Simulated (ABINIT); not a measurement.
MnO:

```xyz
2
Lattice="0.0000 2.2239 2.2239 2.2239 0.0000 2.2239 2.2239 2.2239 0.0000" Properties=species:S:1:pos:R:3 pbc="T T T"
Mn    0.0000    0.0000    0.0000
O     2.2239    2.2239    2.2239
```

The cell is a database's computed one.

Base run:

```yaml
Program: ABINIT 10.8.3 (patched build)
Functional: LDA
Potentials_or_basis: PseudoDojo NC SR LDA v0.4.1 standard
Cutoff: 1252 eV
k_mesh: 6 × 6 × 6, with 4 shifts
Occupations: fermi-dirac, width 0.05 eV
Spin: collinear spin, ferromagnetic start
Starting_moments: "[4.0, 0.0] μB"
```

Its results: pressure -17.2 GPa; net moment 4.59 μB per cell; site moments Mn +4.00; O +0.23 μB.

**Question.** The run is repeated on the same cell with these changes: k mesh from 6 × 6 × 6, with 4 shifts to 8 × 8 × 8. What comes out?

**Answer.** Pressure -16.2 GPa; net moment 4.65 μB per cell; site moments Mn +4.04; O +0.24 μB.

Caveats: so large a pressure means that the cell lies far from this level's equilibrium, or that cutoff or potentials fall short; a cell with one magnetic atom can't hold antiferromagnetic order, which such compounds often take.

Not every run made on this cell is shown here.
